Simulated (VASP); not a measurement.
# C214N (a cell with a defect) in VASP: relaxation of the atoms with PBE

Aim: the relaxation of the atoms of C214N (a cell with a defect) with PBE.

Program: VASP 6.6.1. These are calculated values, not measurements. Logs are shortened: lines on timing, memory, paths and dates and some standing lists are left out, and cuts for length are marked.

## 1. The crystal as given

The cell holds a defect, 215 atoms: a = 10.716 Å, b = 10.716 Å, c = 10.716 Å, α = 90.00°, β = 90.00°, γ = 90.00°.

The cell was built by a generator and needn't be a form met in nature.

## 2. Relaxation of the atoms, PBE, collinear spin, ferromagnetic start

INCAR

```
SYSTEM = C214N
ALGO = Normal ; EDIFF = 1E-5
EDIFFG = -0.01 ; ENCUT = 420
GGA = PE ; IBRION = 2
ISIF = 2 ; ISMEAR = 0
ISPIN = 2 ; ISYM = 0
LASPH = .True. ; LCHARG = .False.
LORBIT = 11 ; LREAL = Auto
LUSENCCL = .False. ; LWAVE = .False.
MAGMOM = 0 0 0 0 0 0 0 0 0 0 0 0 0 0 0 0 0 0 0 0 0 0 0 0 0 0 0 0 0 0 0 0 0 0 0 0 0 0 0 0 0 0 0 0 0 0 0 0 0 0 0 0 0 0 0 0 0 0 0 0 0 0 0 0 0 0 0.66 0 0 0 0 0 0 0 0 0 0 0 0 0 0 0 0 0 0 0 0 0 0 0 0 0 0 0 0 0 0 0 0 0 0 0 0 0 0 0 0 0 0 0 0 0 0 0 0 0 0 0 0 0 0 0 0 0 0 0 0 0 0 0 0 0 0 0 0 0 0 0 0 0 0 0 0 0 0 0 0 0 0 0 0 0 0 0 0 0 0 0 0 0 0 0 0 0 0.66 0 0 0 0 0 0 0 0 0 0 0 0 0 0 0 0 0 0 0 0 0 0 0 0 0 0 0 0 0 0 0 0 0 0.66 0 0 0 0 0 0 0 0 0 0 0 0 0 0 0 0 ; NCORE = 1
NELECT = 862 ; NELM = 100
NSW = 40 ; NUPDOWN = 2
PREC = Accurate ; SIGMA = 0.01
```

KPOINTS

```
k-points
0
Gamma
  1 1 1
  0 0 0
```

POSCAR

```
C214N
1.0
   10.7160000000      0.0000000000      0.0000000000
    0.0000000000     10.7160000000      0.0000000000
    0.0000000000      0.0000000000     10.7160000000
N C
1 214
Direct
    0.0833333333      0.0833333333      0.0833333333
    0.0000000000      0.1666666667      0.1666666667
    0.0833333333      0.2500000000      0.2500000000
    0.1666666667      0.0000000000      0.1666666667
    0.2500000000      0.0833333333      0.2500000000
    0.1666666667      0.1666666667      0.0000000000
[... 207 lines left out ...]
    0.8333333333      0.8333333333      0.6666666667
    0.9166666667      0.9166666667      0.7500000000
```

Potentials or basis: VASP PAW PBE potentials, release 64 (N, C).

Launch:

```console
$ cat potpaw_PBE.64/N/POTCAR potpaw_PBE.64/C/POTCAR > POTCAR
$ mpirun -np 1 vasp_gam > vasp.out
```

OUTCAR:

```text
SYSTEM = C214N
   EDIFF = 1E-5
   EDIFFG = -0.01
   ENCUT = 420
   GGA = PE
   IBRION = 2
   ISIF = 2
   ISMEAR = 0
   ISPIN = 2
   ISYM = 0
   LASPH = .True.
   LORBIT = 11
   LREAL = Auto
   NELECT = 862
   NELM = 100
   NSW = 40
   NUPDOWN = 2
   PREC = Accurate

 ion  position               nearest neighbor table
   1  0.083  0.083  0.083-   2 1.55   4 1.55   6 1.55
   2  0.000  0.167  0.167-   3 1.55 149 1.55 151 1.55   1 1.55
   3  0.083  0.250  0.250-   2 1.55  32 1.55  28 1.55  14 1.55
   4  0.167  0.000  0.167-   5 1.55  51 1.55  55 1.55   1 1.55
   5  0.250  0.083  0.250-   4 1.55  80 1.55  74 1.55  14 1.55
   6  0.167  0.167  0.000-   7 1.55  19 1.55  21 1.55   1 1.55
   7  0.250  0.250  0.083-   6 1.55  96 1.55  74 1.55  28 1.55
[... 194 lines left out ...]
 202  0.667  0.833  0.500- 201 1.55 133 1.55 203 1.55 135 1.55
 203  0.750  0.917  0.583- 156 1.55 160 1.55 202 1.55 214 1.55
 204  0.833  0.667  0.500- 201 1.55 179 1.55 205 1.55 183 1.55
 205  0.917  0.750  0.583-  58 1.55  64 1.55 204 1.55 214 1.55
[... 8 lines left out ...]
 214  0.833  0.833  0.667- 209 1.55 205 1.55 203 1.55 215 1.55
 215  0.917  0.917  0.750-  16 1.55  66 1.55 164 1.55 214 1.55

IMPORTANT INFORMATION: All symmetrisations will be switched off!
NOSYMM: (Re-)initialisation of all symmetry stuff for point group C_1.

----------------------------------------------------------------------------------------

                                     Primitive cell

  volume of cell :    1230.5467

  direct lattice vectors                    reciprocal lattice vectors
    10.716000000  0.000000000  0.000000000     0.093318402  0.000000000  0.000000000
     0.000000000 10.716000000  0.000000000     0.000000000  0.093318402  0.000000000
     0.000000000  0.000000000 10.716000000     0.000000000  0.000000000  0.093318402

  length of vectors
    10.716000000 10.716000000 10.716000000     0.093318402  0.093318402  0.093318402

  position of ions in fractional coordinates (direct lattice)
     0.083333333  0.083333333  0.083333333
     0.000000000  0.166666667  0.166666667
     0.083333333  0.250000000  0.250000000
     0.166666667  0.000000000  0.166666667
     0.250000000  0.083333333  0.250000000
     0.166666667  0.166666667  0.000000000
[... 175 lines left out ...]
     0.833333333  0.500000000  0.333333333
     0.916666667  0.583333333  0.416666667
   k-points           NKPTS =      1   k-points in BZ     NKDIM =      1   number of bands    NBANDS=    540
   number of dos      NEDOS =    301   number of ions     NIONS =    215
   total plane-waves  NPLWV = 373248
   dimension x,y,z NGX =    72 NGY =   72 NGZ =   72
   dimension x,y,z NGXF=   144 NGYF=  144 NGZF=  144
   ions per type =               1 214
[... 70 lines left out ...]
  -------------------------------------------------------------------------------------
  Total       -4.4358020     -4.4358069     -4.4357919      2.9345001      2.9344955      2.9345060
  in kB       -5.7754340     -5.7754403     -5.7754208      3.8207322      3.8207262      3.8207399
  external PRESSURE =      -5.7754317 kB  Pullay stress =       0.0000000 kB
[... 728 lines left out ...]
  FREE ENERGIE OF THE ION-ELECTRON SYSTEM (eV)
  ---------------------------------------------------
  free  energy   TOTEN  =     -1935.4975367299 eV

  energy  without entropy=    -1935.4975367299  energy(sigma->0) =    -1935.49753673

[... ionic steps 4 to 13 ...]

--------------------------------------- Ionic step       14  -------------------------------------------

 number of electron     862.0000601 magnetization       2.0000000

------------------------ aborting loop because EDIFF is reached ----------------------------------------
[... 493 lines left out ...]
--------------------------------------- Ionic step       16  -------------------------------------------

 number of electron     862.0000600 magnetization       2.0000000

 Free energy of the ion-electron system (eV)
  ---------------------------------------------------
  ext. energy  EPLUGINS =         0.00000000
  ---------------------------------------------------
  free energy    TOTEN  =     -1935.67291960 eV

  energy without entropy =    -1935.67291960  energy(sigma->0) =    -1935.67291960

 E-fermi :  10.9027     XC(G=0): -13.2054

 val. band max:       11.4369723341   @ k =   0.0000   0.0000   0.0000
 cond. band min:      12.6527114123   @ k =   0.0000   0.0000   0.0000
 fundamental gap:      1.2157390781
 Fermi energy:        11.5549182451

 spin component 1

 k-point     1 :       0.0000    0.0000    0.0000
  band No.  band energies     occupation
      1     -11.8813      1.00000
      2     -11.0578      1.00000
      3     -10.8727      1.00000
      4     -10.8727      1.00000
      5     -10.8306      1.00000
      6     -10.8306      1.00000
[... 435 lines left out ...]
    442      14.3517      0.00000
    443      14.3517      0.00000
 Fermi energy:        10.9027462846

 spin component 2

 k-point     1 :       0.0000    0.0000    0.0000
  band No.  band energies     occupation
      1     -11.8762      1.00000
      2     -11.0546      1.00000
      3     -10.8701      1.00000
      4     -10.8701      1.00000
      5     -10.8236      1.00000
      6     -10.8236      1.00000
[... 435 lines left out ...]
    442      14.3582      0.00000
    443      14.3582      0.00000
 [bands above 443 left out]

------------------------ aborting loop because EDIFF is reached ----------------------------------------

  FORCE on cell =-STRESS in cart. coord.  units (eV):
  Direction    XX          YY          ZZ          XY          YZ          ZX
  --------------------------------------------------------------------------------------
  -------------------------------------------------------------------------------------
  Total       -1.1719714     -1.1719986     -1.1719513      3.6011700      3.6011662      3.6011519
  in kB       -1.5259119     -1.5259475     -1.5258858      4.6887393      4.6887344      4.6887158
  external PRESSURE =      -1.5259151 kB  Pullay stress =       0.0000000 kB
[... 230 lines left out ...]
  FREE ENERGIE OF THE ION-ELECTRON SYSTEM (eV)
  ---------------------------------------------------
  free  energy   TOTEN  =     -1935.6729196002 eV

  energy  without entropy=    -1935.6729196002  energy(sigma->0) =    -1935.67291960

 reached required accuracy - stopping structural energy minimisation

 total charge

# of ion       s       p       d       tot
------------------------------------------
    1        1.218   2.660   0.000   3.878
    2        0.826   1.712   0.000   2.538
    3        0.834   1.758   0.000   2.592
    4        0.826   1.712   0.000   2.538
    5        0.834   1.758   0.000   2.592
    6        0.826   1.712   0.000   2.538
[... 207 lines left out ...]
  214        0.831   1.748   0.000   2.579
  215        0.832   1.747   0.000   2.578
--------------------------------------------------
tot        179.107 376.672   0.000 555.779

 magnetization (x)

# of ion       s       p       d       tot
------------------------------------------
    1       -0.001   0.001   0.000  -0.001
    2        0.000   0.001   0.000   0.001
    3        0.000   0.000   0.000   0.000
    4        0.000   0.001   0.000   0.001
    5        0.000   0.000   0.000   0.000
    6        0.000   0.001   0.000   0.001
[... 167 lines left out ...]
  174       -0.000  -0.000   0.000  -0.000
  175        0.000   0.002   0.000   0.002
  176        0.0
```

OSZICAR:

```text
N       E                     dE             d eps       ncg     rms          rms(c)
DAV:   1     0.570656740623E+04    0.57066E+04   -0.46178E+05  2168   0.139E+03
DAV:   2    -0.147200002559E+04   -0.71786E+04   -0.68243E+04  2824   0.341E+02
[... 110 lines left out ...]
DAV:   2    -0.193567275177E+04   -0.16677E-05   -0.20362E-05  1832   0.647E-03
  15 F= -.19356728E+04 E0= -.19356728E+04  d E =-.487850E-03  mag=     2.0000
       N       E                     dE             d eps       ncg     rms          rms(c)
DAV:   1    -0.193567286958E+04   -0.11948E-03   -0.49542E-02  2240   0.345E-01    0.397E-02
DAV:   2    -0.193567292725E+04   -0.57669E-04   -0.78544E-04  2656   0.385E-02    0.272E-02
DAV:   3    -0.193567291960E+04    0.76463E-05   -0.19679E-05  1792   0.824E-03
  16 F= -.19356729E+04 E0= -.19356729E+04  d E =-.167832E-03  mag=     2.0000
```

CONTCAR:

```text
C214N
    1.000000000000000
    10.7159999999999993    0.0000000000000000    0.0000000000000000
     0.0000000000000000   10.7159999999999993    0.0000000000000000
     0.0000000000000000    0.0000000000000000   10.7159999999999993
  N               C
     1   214
Direct
     0.0912658297348357    0.0912658354128225    0.0912658280317054
     0.0040700419635445    0.1665468032417176    0.1665468002559443
     0.0838203805290613    0.2513058288215212    0.2513058140518017
     0.1665468027854379    0.0040700455431742    0.1665467846969336
     0.2513058182805747    0.0838203856715612    0.2513058163532417
     0.1665467991209695    0.1665467994883552    0.0040700457055309
[... 207 lines left out ...]
     0.8334450027661879    0.8334449960757965    0.6667664491849479
     0.9166232302200205    0.9166232207210449    0.7502561048949696

  0.00000000E+00  0.00000000E+00  0.00000000E+00
  0.00000000E+00  0.00000000E+00  0.00000000E+00
  0.00000000E+00  0.00000000E+00  0.00000000E+00
  0.00000000E+00  0.00000000E+00  0.00000000E+00
  0.00000000E+00  0.00000000E+00  0.00000000E+00
  0.00000000E+00  0.00000000E+00  0.00000000E+00
[... 207 lines left out ...]
  0.00000000E+00  0.00000000E+00  0.00000000E+00
  0.00000000E+00  0.00000000E+00  0.00000000E+00
```

Run time: 79 min. Hardware: 1 × NVIDIA H100 80GB with 1 thread of AMD EPYC 7R13 (Zen 3), shared host; peak memory 1.9 GiB.

What came out:

```yaml
Free_energy: -1935.6729 eV
Energy_gained_by_relaxing: 3.6 meV/atom
Ionic_steps: 16
Largest_force_after_relaxing: 0.009 eV/Å
Net_moment: 2.00 μB per cell
Site_moments: N -0.00; C +0.00, -0.00, +0.01, -0.01, +0.02, +0.33 μB
Valence_electrons_inside_the_program's_atomic_spheres: N 3.88; C 2.54, 2.59, 2.58, 2.57
```

The path:
| step | energy change (eV) | largest force (eV/Å) | pressure (GPa) |
| --- | --- | --- | --- |
| 1 | 0.0000 | 2.8726 | -0.58 |
| 2 | -0.2700 | 2.5931 | -0.01 |
| 3 | -0.6069 | 1.0266 | -0.34 |
| 4 | -0.6858 | 0.7703 | -0.09 |
| 5 | -0.7437 | 0.2797 | -0.20 |
| 6 | -0.7648 | 0.2261 | -0.14 |
| 7 | -0.7711 | 0.1076 | -0.16 |
| 8 | -0.7775 | 0.0847 | -0.15 |
| 9 | -0.7780 | 0.0572 | -0.15 |
| 10 | -0.7807 | 0.0406 | -0.15 |
| 11 | -0.7807 | 0.0403 | -0.15 |
| 12 | -0.7816 | 0.0310 | -0.15 |
| 13 | -0.7816 | 0.0295 | -0.15 |
| 14 | -0.7821 | 0.0128 | -0.15 |
| 15 | -0.7821 | 0.0139 | -0.15 |
| 16 | -0.7823 | 0.0091 | -0.15 |

Caveat: the cell carries a net charge on a neutralising background, which shifts energy and pressure; the cell is charged against a uniform background, so pressure and absolute levels hang on convention; the cutoff is under 1.25 times the usual one of these potentials, so pressure, stress and relaxed cells hold a basis-set (Pulay) error; the total moment is fixed, so each spin has its own Fermi level.
